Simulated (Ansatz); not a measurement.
**Response of Hf to small distortions**

```xyz
2
Lattice="3.1967 0.0000 0.0000 -1.5983 2.7684 0.0000 0.0000 0.0000 5.0578" Properties=species:S:1:pos:R:3 pbc="T T T"
Hf    0.0000    1.8456    1.2645
Hf    1.5983    0.9228    3.7934
```

Atom numbers follow the list: Hf1, Hf2.

Conventional cell: a = 3.197 Å, b = 3.197 Å, c = 5.058 Å, α = 90.00°, β = 90.00°, γ = 120.00°. Around Hf (atom 1) lie 12 Hf at 3.13 to 3.20 Å.

The cell is COD entry 9008501, as deposited and not checked against the literature; nothing was relaxed.

No spin–orbit coupling, which matters for the heavy atoms here.

Theory: DFT, PBE, all-electron LAPW, scalar-relativistic (Ansatz 0.2.0).

The runs use a Γ-centred 13×13×7 k mesh, Fermi–Dirac smearing of 0.05 eV, basis error target 0.5 meV/atom, no spin polarisation.

The unchanged cell is at 0.80 GPa.

In a metal, stresses and small energies carry noise from the k mesh.

x, y and z are the Cartesian axes of the cell as listed; fractional coordinates follow a strain, and an engineering shear is twice the off-diagonal strain component.

Problem. One change gave: energy change +1 meV/atom; stress change (xx, yy, zz, yz, xz, xy) 0.58, 0.58, -1.30, 0.00, 0.00, 0.00 GPa, compression positive. Which change was it?
A. equal xy, yz and zx engineering shear strains of -1.5 %
B. atom 1 (Hf) moved by (0.2000, 0.0000, 0.0000) Å
C. z strained by +1 % at fixed volume

Solution. C. For equal xy, yz and zx engineering shear strains of -1.5 %: energy change +3 meV/atom; stress change (xx, yy, zz, yz, xz, xy) 0.00, 0.02, 0.03, 0.79, 0.79, 1.08 GPa, compression positive; change of the force on Hf1 (0.043, 0.001, 0.005) eV/Å. For atom 1 (Hf) moved by (0.2000, 0.0000, 0.0000) Å: energy change +20 meV/atom; stress change (xx, yy, zz, yz, xz, xy) -0.20, -0.59, 0.40, 0.00, 0.00, -1.82 GPa, compression positive; change of the force on Hf1 (-0.404, 0.035, 0.000) eV/Å.

Problem. What force constant does this one finite step give for Hf1 along its displacement (all its periodic images move with it)?

Solution. k = −ΔF·u/|u|² = 2.02 eV/Å², so the force pulls the atom back.
